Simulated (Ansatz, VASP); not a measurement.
Ni: VASP beside Ansatz

File POSCAR:

```
Ni
1.0
   -1.3744285092      1.3744285092      1.3744285092
    1.3744285092     -1.3744285092      1.3744285092
    1.3744285092      1.3744285092     -1.3744285092
Ni
1
Direct
    0.0000000000      0.0000000000      0.0000000000
```

INCAR.step1

```
SYSTEM = Ni
PREC = Accurate
ENCUT = 520
ISMEAR = -1
SIGMA = 0.05
LREAL = .False.
LASPH = .True.
NELM = 150
ISPIN = 2
MAGMOM = 1
LMAXMIX = 4
NBANDS = 15
GGA = PE
ALGO = Normal
EDIFF = 1E-4
LWAVE = .True.
LCHARG = .False.
```

Contents of INCAR.step2:

```
SYSTEM = Ni
PREC = Accurate
ENCUT = 520
EDIFF = 1E-7
ISMEAR = -1
SIGMA = 0.05
LREAL = .False.
LASPH = .True.
NELM = 150
ALGO = Normal
ISIF = 2
LWAVE = .False.
LCHARG = .False.
ISPIN = 2
MAGMOM = 1
LORBIT = 11
LMAXMIX = 4
METAGGA = R2SCAN
LMIXTAU = .True.
NBANDS = 15
ISTART = 1
```

File KPOINTS:

```
regular mesh
0
Gamma
  13 13 13
  0 0 0
```

Contents of input.yaml:

```yaml
crystal:
  lattice:
    - [-1.3744285092, 1.3744285092, 1.3744285092]
    - [1.3744285092, -1.3744285092, 1.3744285092]
    - [1.3744285092, 1.3744285092, -1.3744285092]
  atoms:
    - { symbol: Ni, position: [0.0, 0.0, 0.0], spin: 1.0 }
hamiltonian:
  xc: r2scan
  pseudopotentials: { kind: paw }
magnetization:
  spin_polarized: true
kpoints:
  mp_grid: { grid: [13, 13, 13] }
scf:
  occupations: { method: fermi_dirac, width: 0.05 }
output:
  forces: true
  stress: true
  eigenvalues: true
  write_density: true
  write_potential: true
  elf: true
  volumetric_format: npy
```

This isn't the form of Ni at room conditions, which is fcc.

Alike in both runs: task single point; functional r2SCAN; k mesh 13 × 13 × 13; occupations fermi-dirac, width 0.05 eV; collinear spin.

|  | VASP | Ansatz |
| --- | --- | --- |
| version | VASP 6.6.1 | Ansatz 0.2.0 |
| potentials or method | VASP PAW PBE potentials, release 64 (Ni) | Ansatz PAW |
| plane-wave cutoff (eV) | 520 | 500 |
| valence electrons in the cell | 10 | 18 |

```tsv
	VASP	Ansatz	Ansatz less VASP
gap on the k mesh at the Fermi level (eV)	none	none	-
pressure (GPa)	4.7	4.3	-0.40
net moment per atom (μB)	0.64	0.65	+0.007
size of the moment on the site where the two differ most (μB)	0.66	0.70	+0.047
```

Site moments also hang on the region over which each program counts them. A gap of «none» marks a metal or a gap that the smearing closes. The two sets of potentials don't hold the same shells in valence.

Caveats: the PAW data sets were made with another functional, which shifts forces and pressure a little (VASP); the magnetic or orbital state may not be the lowest (Ansatz); the PAW data sets come from PBE, with cores solved anew for the run's functional, which leaves a small shift of forces and pressure (Ansatz).
